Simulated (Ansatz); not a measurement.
# A strain series on MgO (CsCl type): isotropic on every length

MgO built on the CsCl prototype, relaxed with r2SCAN in Ansatz 0.2.0, then strained (isotropic on every length; changes of length per length, axes as in the cell below) with the atoms relaxed again within the symmetry that is left. The symmetry is Pm-3m (No. 221, cubic); conventional cell a = 2.623 Å, 9.03 Å³ an atom. Mg is surrounded by 8 O at 2.27 Å; O is surrounded by 8 Mg at 2.27 Å. Values at 0 K without nuclear motion; spin polarisation is off, and the phase may be a hypothetical one.

```xyz
2
Lattice="2.6233 0.0000 0.0000 0.0000 2.6233 0.0000 0.0000 0.0000 2.6233" Properties=species:S:1:pos:R:3 pbc="T T T"
Mg    0.0000    0.0000    0.0000
O     1.3117    1.3117    1.3117
```

Gaps are the least over each mesh (PBE 10×10×10, r2SCAN 10×10×10, HSE06 6×6×6 when unstrained) and the special points, which keep their unstrained names; stress is the change from the unstrained cell, compression positive.

| strain (%) | gap, PBE (eV) | gap, r2SCAN (eV) | gap, HSE06 (eV) | edges, HSE06 | mean stress, r2SCAN (GPa) | energy rise, r2SCAN (meV/atom) |
| --- | --- | --- | --- | --- | --- | --- |
| -4.03 | 3.894 | 4.808 | 5.591 | M → Γ | +25.11 | 74.0 |
| 0.0 | 2.640 | 3.492 | 4.196 | M → Γ | 0.00 | 0.0 |
| +1.23 | 2.310 | 3.145 | 3.825 | M → Γ | -5.38 | 5.8 |

**Question.** Estimate the row for a strain of +6.0 %.

**Answer.**

| strain (%) | gap, PBE (eV) | gap, r2SCAN (eV) | gap, HSE06 (eV) | edges, HSE06 | mean stress, r2SCAN (GPa) | energy rise, r2SCAN (meV/atom) |
| --- | --- | --- | --- | --- | --- | --- |
| +6.0 | 1.229 | 1.999 | 2.593 | M → Γ | -19.37 | 120.6 |

Between zero and the nearest strains the slope of the HSE06 gap against strain is -0.346 eV per percent for negative and -0.302 for positive strain.

The meshes of the hybrids are coarse, so their gaps aren't converged to the digits shown.
